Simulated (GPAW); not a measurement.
The system is TiAl3.

```xyz
4
Lattice="2.8397 0.0000 0.0000 0.0000 4.6813 0.0000 0.0000 0.0000 4.9007" Properties=species:S:1:pos:R:3 pbc="T T T"
Ti    0.0000    2.3406    0.8131
Al    0.0000    0.0000    4.0965
Al    1.4198    0.0000    1.6217
Al    1.4198    2.3406    3.2701
```

The cell comes from a database or a generator and needn't be the stable form of this composition.

* Program: GPAW 26.7.0
* Task: relaxation of cell and atoms
* Functional: PBEsol
* Dispersion: D3(BJ)
* Potentials or basis: PAW data sets generated in the run's folder for this functional
* Cutoff: 600 eV
* Basis: pw
* k mesh: 7 × 4 × 4
* Occupations: fermi-dirac, width 0.05 eV
* Spin: no spin polarisation

At the start: pressure -6.3 GPa; volume 16.29 Å³/atom.

Q: Where does the relaxation end?

A: Over 10 steps the energy falls by 21.7 meV/atom and the volume is 15.27 Å³/atom (-6.3 %); space group Pmm2 (No. 25, to 0.05 Å).

The path:
```csv
step,energy change (eV),largest force (eV/Å),pressure (GPa),volume (Å³)
1,0.0000,0.0696,-6.34,65.15
2,-0.0171,0.0560,-5.72,64.70
3,-0.0829,0.0865,0.64,60.84
4,-0.0841,0.0626,0.09,61.12
5,-0.0848,0.0429,-0.06,61.20
6,-0.0860,0.0396,-0.19,61.24
7,-0.0863,0.0534,-0.06,61.17
8,-0.0864,0.0504,0.09,61.08
9,-0.0865,0.0362,0.17,61.05
10,-0.0867,0.0179,0.14,61.06
```

Final structure:
```yaml
crystal:
  lattice:
    - [2.81069, 0.00000, 0.00000]
    - [0.00000, 4.52169, 0.00000]
    - [0.00000, 0.00000, 4.80460]
  atoms:
    - { symbol: Ti, position: [0.00000, 0.50000, 0.16609] }
    - { symbol: Al, position: [0.00000, 0.00000, 0.83550] }
    - { symbol: Al, position: [0.50000, 0.00000, 0.32980] }
    - { symbol: Al, position: [0.50000, 0.50000, 0.66861] }
```

Caveat: later steps reuse the first step's grids; pairwise dispersion overbinds metals, which lowers pressure and volume.
